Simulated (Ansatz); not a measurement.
# ZrO2: O interstitial

Computed with DFT PBE, scalar-relativistic, plane waves, PAW (Ansatz 0.2.0). (420 eV cutoff, 2×2×2 k-mesh, shifted by half a step, Gaussian smearing of 0.01 eV, no spin polarisation)

Host crystal, relaxed:

```yaml
crystal:
  lattice:
    - [3.62100, 0.00000, 0.00000]
    - [0.00000, 3.62100, 0.00000]
    - [0.00000, 0.00000, 5.28244]
  atoms:
    - { symbol: Zr, position: [0.00000, 0.00000, 0.00000] }
    - { symbol: Zr, position: [0.50000, 0.50000, 0.50000] }
    - { symbol: O, position: [0.00000, 0.50000, 0.30719] }
    - { symbol: O, position: [0.00000, 0.50000, 0.80719] }
    - { symbol: O, position: [0.50000, 0.00000, 0.69281] }
    - { symbol: O, position: [0.50000, 0.00000, 0.19281] }
```

Supercell of 48 atoms, rows in host cell vectors: 2 0 1; 0 -2 -1; 0 2 -1. Atoms relax at the host's cell, keeping the symmetry that the supercell leaves at the site. The cell is small, so energies carry finite-size errors of tenths of an eV. The host's Kohn–Sham gap is 4.03 eV. Atoms are taken from and returned to the elements' standard states.

Defect: O interstitial set at (0.000, 0.000, 0.500) of the host cell. Before relaxation its nearest neighbours are 4 O at 2.08 Å, 4 O at 2.43 Å.

| charge | E_f at the valence band top (eV) | moment (μB) | largest move (Å) | atoms near the site |
| --- | --- | --- | --- | --- |
| 0 | 3.77 | 0.00 | 0.41 | 4 O at 2.34 Å, 4 Zr at 2.36 Å |